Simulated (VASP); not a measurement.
# Ge (strained diamond): one PBE single-point calculation in two programs

```
Ge
1.0
     0.05939    2.89626    2.89626
     2.89626    0.05939    2.89626
     2.89626    2.89626    0.05939
Ge
2
Direct
  0.00109 0.00109 0.00109
  0.24891 0.24891 0.24891
```

The two codes use different PAW datasets and cutoffs. VASP's cell holds 28 valence electrons and Ansatz's 28. Ansatz's stress includes a Pulay correction; VASP's doesn't.

Cutoffs: 520 eV in VASP, 420 eV in Ansatz. k meshes: 8×8×8 and 8×8×8.

|  | VASP | Ansatz |
| --- | --- | --- |
| gap between bands v and c | -0.11 eV (bands overlap: a metal) | -0.12 eV (bands overlap: a metal) |
| least direct gap | 0.00 eV | 0.00 eV |
| pressure | 0.9 GPa | 1.0 GPa |
| largest force | 0.04 eV/Å | 0.04 eV/Å |

Band v is the last that the valence electrons fill when counted band by band, and c is the next. Levels in eV from the top of v, Ansatz:

| point | v−1 | v | c | c+1 |
| --- | --- | --- | --- | --- |
| Γ | -0.23 | 0.00 | 0.00 | 2.30 |
| X | -3.12 | -2.90 | 0.57 | 0.87 |
| K | -4.23 | -2.49 | 1.24 | 3.68 |
| L | -1.26 | -1.26 | 0.29 | 3.76 |
| W | -3.82 | -3.77 | 3.85 | 4.21 |

VASP:

```tsv
point	v−1	v	c	c+1
Γ	-0.23	0.00	0.00	2.30
X	-3.12	-2.90	0.58	0.88
K	-4.23	-2.49	1.25	3.69
L	-1.26	-1.26	0.29	3.77
W	-3.82	-3.77	3.86	4.21
```

Forces (eV/Å), VASP:

```csv
atom,Fx,Fy,Fz
Ge,0.025,0.025,0.025
Ge,-0.025,-0.025,-0.025
```

Ansatz:

| atom | Fx | Fy | Fz |
| --- | --- | --- | --- |
| Ge | 0.026 | 0.026 | 0.026 |
| Ge | -0.026 | -0.026 | -0.026 |
